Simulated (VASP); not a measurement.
**BN: single point with LDA**

The system is BN.

```
CELL_PARAMETERS angstrom
2.52268 0.00000 0.00000
-1.26134 2.18471 0.00000
0.00000 0.00000 4.17434
ATOMIC_POSITIONS crystal
B 0.33333 0.66667 0.99980
B 0.66667 0.33333 0.49980
N 0.33333 0.66667 0.37420
N 0.66667 0.33333 0.87420
```

Measurements of this composition are mostly on another form, of space group No. 194.

The cell isn't the ideal one: polar distortion scaled by 1.00.

```json
{"Program": "VASP 6.6.1", "Task": "single point", "Functional": "LDA", "Potentials or basis": "VASP PAW LDA potentials, release 64 (B, N)", "Cutoff": "520 eV", "k mesh": "12 × 12 × 6", "Occupations": "gaussian, width 0.01 eV", "Spin": "no spin polarisation", "Dipole correction": "no", "Further INCAR settings": "ALGO = Normal; EDIFF = 1e-06; NBANDS = 16"}
```

```
Pressure               : 1.2 GPa
Largest force          : 0.003 eV/Å
Band gap on the k mesh : 4.90 eV, indirect (least direct gap 8.28 eV)
```

Forces on the atoms (eV/Å):
```
B    0.000  0.000  0.003
B    0.000  0.000  0.003
N    0.000  0.000 -0.003
N    0.000  0.000 -0.003
```

Levels at points of the mesh, in eV from the valence-band top:
| k point | band 6 | band 7 | band 8 | band 9 | band 10 | band 11 |
| --- | --- | --- | --- | --- | --- | --- |
| (0.00, 0.00, 0.00) | -0.30 | 0.00 | 0.00 | 8.34 | 8.34 | 8.63 |
| (0.50, 0.00, 0.00) | -5.14 | -4.60 | -2.18 | 6.71 | 7.88 | 10.60 |
| (0.00, 0.00, 0.50) | -1.21 | -1.21 | -1.21 | 9.71 | 9.71 | 9.94 |
| (0.50, 0.00, 0.50) | -3.89 | -3.67 | -3.67 | 6.58 | 6.58 | 10.15 |

It took 8.5 s on 1 thread of Intel(R) Xeon(R) 6975P-C (Granite Rapids), with other jobs on the host, peak memory 0.13 GiB.

A k mesh can miss the band edges.
